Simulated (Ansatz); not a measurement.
Pb: levels along high-symmetry lines

```yaml
crystal:
  lattice:
    - [3.48000, 0.00000, 0.00000]
    - [-1.74000, 3.01377, 0.00000]
    - [0.00000, 0.00000, 5.59000]
  atoms:
    - { symbol: Pb, position: [0.33333, 0.66667, 0.25000] }
    - { symbol: Pb, position: [0.66667, 0.33333, 0.75000] }
```

Atom numbers follow the list: Pb1, Pb2.

The cell is COD entry 1537623, as deposited and not checked against the literature; nothing was relaxed.

No spin–orbit coupling, which matters for the heavy atoms here.

All numbers below come from DFT, PBE, all-electron LAPW, scalar-relativistic (Ansatz 0.2.0).

Sampling and basis: a Γ-centred 14×14×8 k mesh, Fermi–Dirac smearing of 0.08 eV, basis error target 0.5 meV/atom, no spin polarisation.

Points in fractions of the reciprocal vectors of this cell: Γ (0, 0, 0), M (0.5, 0, 0), K (0.333, 0.333, 0), A (0, 0, 0.5), L (0.5, 0, 0.5), H (0.333, 0.333, 0.5). The path joins them by straight lines in the order Γ–M–K–Γ–A–L–H–A–L; legs that retrace an earlier one aren't tabulated. Energies are in eV from the Fermi level.

**Question.** Is there a gap?

**Answer.** none: bands cross the Fermi level, a metal.

**Question.** List the levels between -8 and 6 eV at the symmetry points.

**Answer.** 
Γ: -7.97, -4.30, 5.60 (×2)
M: -7.13, -2.88, -1.40, -0.52, 1.80, 1.98, 5.81
K: -7.29 (×2), -2.90, -0.43 (×2), 0.84, 1.12 (×2), 4.96
A: 1.04 (×2)
L: -7.53 (×2), -3.81 (×2), 3.45 (×2), 3.78 (×2)
H: -7.00 (×2), -2.62 (×2), -1.54 (×2), 5.26 (×2)
